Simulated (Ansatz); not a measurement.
**MnF2: from a guess to a relaxed structure**

Where does this trial cell of MnF2 go when cell and atoms are let free?

Computed with Ansatz 0.2.0 (DFT PBE, scalar-relativistic, plane waves, PAW, unless a step's input says otherwise).

## Step 1: The system as given

Symmetry: P6/mmm, No. 191, hexagonal system. The conventional cell has a = 3.229 Å, b = 3.229 Å, c = 3.445 Å, α = 90.00°, β = 90.00°, γ = 120.00°. Mn (site symmetry 6/mmm) has 12 F at 2.54 Å as nearest neighbours. Around F (site symmetry -6m2) lie 3 F at 1.86 Å and 6 Mn at 2.54 Å.

As a file:

```cif
data_structure
_symmetry_space_group_name_H-M 'P6/mmm'
_symmetry_Int_Tables_number 191
_cell_length_a 3.2286
_cell_length_b 3.2286
_cell_length_c 3.4450
_cell_angle_alpha 90.000
_cell_angle_beta 90.000
_cell_angle_gamma 120.000
_cell_volume 31.10
loop_
_atom_site_label
_atom_site_type_symbol
_atom_site_symmetry_multiplicity
_atom_site_Wyckoff_symbol
_atom_site_fract_x
_atom_site_fract_y
_atom_site_fract_z
_atom_site_occupancy
Mn1 Mn 1 a 0.00000 0.00000 0.00000 1
F1 F 2 d 0.33333 0.66667 0.50000 1
```

Recipe of the guess: species swapped into a database cell of TiB2 (P6/mmm, No. 191), with Mn on the Ti sites and F on the B sites. Its size is a rough estimate.

## Step 2: A first look at the guess

input.yaml

```yaml
crystal:
  lattice:
    - [3.22860132, 0.0, 0.0]
    - [-1.61430066, 2.79605076, 0.0]
    - [0.0, 0.0, 3.44502773]
  atoms:
    - { symbol: Mn, position: [0.0, 0.0, 0.0], spin: 4.0 }
    - { symbol: F, position: [0.33333333, 0.66666667, 0.5] }
    - { symbol: F, position: [0.66666667, 0.33333333, 0.5] }
basis:
  ecutwfc: 420
kpoints:
  mp_grid: { grid: [6, 6, 6] }
hamiltonian:
  xc: pbe
scf:
  occupations: { method: gaussian, width: 0.1 }
  lower_state_search: "off"
output:
  forces: true
  stress: true
  eigenvalues: true
  populations: true
magnetization:
  spin_polarized: true
```

The run is started by

```sh
$ ansatz run input.yaml --threads 1 --pin off --max-ram 2560MiB --backend cpu --events-out ev --progress --plain --runs-dir out
```

Further runs follow: rough relaxation on the coarse mesh; final relaxation.

Q: Predict the outcome of this session. Wanted: conventional cell; volume; energy over the elements; gap on the mesh; total moment.

**Answer**, as computed:

```
                                                              quantity                                                                       value
                                symmetry at the end (tolerance 0.02 Å)                                                space group P6/mmm (No. 191)
                                                     conventional cell  a = 3.775 Å, b = 3.775 Å, c = 2.746 Å, α = 90.00°, β = 90.00°, γ = 120.00°
                                                                volume                                                               11.29 Å³/atom
energy over the elements (uncorrected; H, N, O, F and Cl as molecules)                                                               -1.30 eV/atom
                                                       gap on the mesh                                                                     0.55 eV
                                                          total moment                                                                5.00 μB/cell
```

In words: The space group P6/mmm (No. 191) is kept, and the volume per atom grows by 8.9 % from the first guess. It lies below the elements, which doesn't yet make it stable: competing phases were not computed in this session. No finished test with a distortion of lower symmetry is shown, so the end may be a saddle point. With one magnetic atom in the cell only ferromagnetic order fits, and no U was applied, so an antiferromagnetic state was not tested. Without a U such compounds often come out metallic though many are antiferromagnetic insulators. Other magnetic orders were not searched.
